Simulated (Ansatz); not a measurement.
A 2-atom cell of PbTe started from a crystallographic database (r2SCAN geometry), in Ansatz:

```cif
data_structure
_symmetry_space_group_name_H-M 'Fm-3m'
_symmetry_Int_Tables_number 225
_cell_length_a 6.5357
_cell_length_b 6.5357
_cell_length_c 6.5357
_cell_angle_alpha 90.000
_cell_angle_beta 90.000
_cell_angle_gamma 90.000
_cell_volume 279.18
loop_
_atom_site_label
_atom_site_type_symbol
_atom_site_symmetry_multiplicity
_atom_site_Wyckoff_symbol
_atom_site_fract_x
_atom_site_fract_y
_atom_site_fract_z
_atom_site_occupancy
Te1 Te 4 b 0.50000 0.00000 0.00000 1
Pb1 Pb 4 a 0.00000 0.00000 0.00000 1
```

G0W0@PBE with 382 empty bands, a screening cutoff of 180 eV and a 4×4×4 mesh (PAW, contour deformation) gives 1.089 eV over the mesh points, from a PBE gap of 0.799 eV; it sums over 397 bands with 387 plane waves in the screening and a wave cutoff of 420 eV. G0W0 here is at a finite number of bands, screening cutoff and k mesh, not at the basis limit. No spin polarisation and no zero-point or thermal motion.

Problem. Another run gave a Kohn-Sham gap of 0.799 eV and a G0W0 gap of 1.001 eV, summing over 173 bands with 169 plane waves in the screening and a wave cutoff of 420 eV. What was changed?

Solution. Empty bands 158, screening cutoff 100 eV. The counts of bands and plane waves show it.

Problem. Estimate the gap with starting point PBE0.

Solution. 1.404 eV (+0.315 eV), from a Kohn-Sham gap of 1.786 eV.

Problem. Estimate the gap with mesh 6×6×6, empty bands 113, screening cutoff 80 eV.

Solution. 0.994 eV (-0.095 eV), from a Kohn-Sham gap of 0.799 eV.

Problem. Estimate the gap with starting point HSE06.

Solution. 1.261 eV (+0.172 eV), from a Kohn-Sham gap of 1.202 eV.

Spin-orbit coupling is left out; in compounds of Pb, Bi, Tl or Hg it can lower a gap by up to about 1 eV, split its edges or invert the bands.

The program warns that the k mesh is coarse for exact exchange in some of these runs, so their gaps aren't converged.
